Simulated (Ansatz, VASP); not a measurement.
HfN in VASP and in Ansatz

```xyz
2
Lattice="0.0000 2.3566 2.6512 2.3566 0.0000 2.6512 2.3566 2.3566 0.0000" Properties=species:S:1:pos:R:3 pbc="T T T"
Hf    0.0000    0.0000    0.0000
N     3.5349    3.5349    3.9768
```

Change from the starting cell: strain -0.040 along x and y, +0.080 along z, atoms carried along.

Alike in both runs: task single point; functional PBEsol; k mesh 16 × 16 × 16; occupations gaussian, width 0.15 eV; no spin polarisation.

|  | VASP | Ansatz |
| --- | --- | --- |
| version | VASP 6.6.1 | Ansatz 0.2.0 |
| potentials or method | VASP PAW PBE potentials, release 64 (Hf_pv, N) | scalar-relativistic, plane waves, PAW |
| plane-wave cutoff (eV) | 520 | 420 |
| valence electrons in the cell | 15 | 31 |

Ansatz gave:

- gap on the k mesh at the Fermi level (eV): none
- pressure (GPa): -4.8
- largest component of the traceless stress (GPa): 13.06

Q: Estimate VASP's values.

A: gap on the k mesh at the Fermi level (eV): none; pressure (GPa): -5.7; largest component of the traceless stress (GPa): 13.13.

A gap of «none» marks a metal or a gap that the smearing closes. The two sets of potentials don't hold the same shells in valence.

Caveats: the PAW data sets were made with another functional, which shifts forces and pressure a little (VASP). Spin-orbit coupling is left out, which matters for the levels of Hf.
